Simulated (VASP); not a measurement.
PbS, 8 atoms in the cell. The cell holds a slab with vacuum, 8 atoms: a = 4.130 Å, b = 4.130 Å, c = 29.903 Å, α = 90.00°, β = 90.00°, γ = 89.21°. 

| Quantity | Value |
| --- | --- |
| Program | VASP 6.6.1 |
| Task | work function |
| Functional | PBE |
| Potentials or basis | VASP PAW PBE potentials, release 64 (Pb_d, S) |
| Cutoff | 520 eV |
| k mesh | 5 × 5 × 1 |
| Occupations | fermi-dirac, width 0.05 eV |
| Spin | no spin polarisation |
| Dipole correction | yes |
| Further INCAR settings | ALGO = Normal; EDIFF = 1e-07 |

Potentials or basis: VASP PAW PBE potentials, release 64 (Pb_d, S).

The run is started by

```bash
$ cat potpaw_PBE.64/Pb_d/POTCAR potpaw_PBE.64/S/POTCAR > POTCAR
$ mpirun -np 1 vasp_std > vasp.out
```

Hardware: 1 thread of AMD EPYC 9R45 96-Core Processor (Zen 5), on a shared host.

Question: How long does it take, and how much memory?

Answer: Wall time 3.2 min on 1 thread of AMD EPYC 9R45 96-Core Processor (Zen 5), on a shared host, peak memory 0.55 GiB. Counts: scf iterations 26, k points 9.
